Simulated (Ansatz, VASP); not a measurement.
**CdTe: VASP beside Ansatz**

```
Cd Te
1.0
     0.00000    3.30385    3.30385
     3.30385    0.00000    3.30385
     3.30385    3.30385    0.00000
Cd Te
1 1
Direct
  0.00000 0.00000 0.00000
  0.75000 0.75000 0.75000
```

Change from the starting cell: volume scaled by 1.02, PAW files.

Alike in both runs: task electric field gradients; functional PBEsol; k mesh 7 × 7 × 7; occupations fermi-dirac, width 0.01 eV; no spin polarisation.

```csv
,VASP,Ansatz
version,VASP 6.6.1,Ansatz 0.2.0
potentials or method,"VASP PAW PBE potentials, release 64 (Cd, Te)","PAW with Ansatz's default frozen-core files, scalar-relativistic"
plane-wave cutoff (eV),520,420
valence electrons in the cell,18,36
```

```tsv
	VASP	Ansatz	Ansatz less VASP
gap on the k mesh at the Fermi level (eV)	0.49	0.49	-0.001
pressure (GPa)	-1.8	-2.0	-0.13
Vzz of the field gradient on the site that differs most (V/Å²)	0.0	0.0	0.00
```

With one functional, cell and mesh, what is left measures potentials, basis and numerics. The two sets of potentials don't hold the same shells in valence. Ansatz warned: «gradients_without_spin_orbit».

Caveats: the PAW data sets were made with another functional, which shifts forces and pressure a little (VASP); spin-orbit coupling is left out, which moves the levels of the heavy elements.
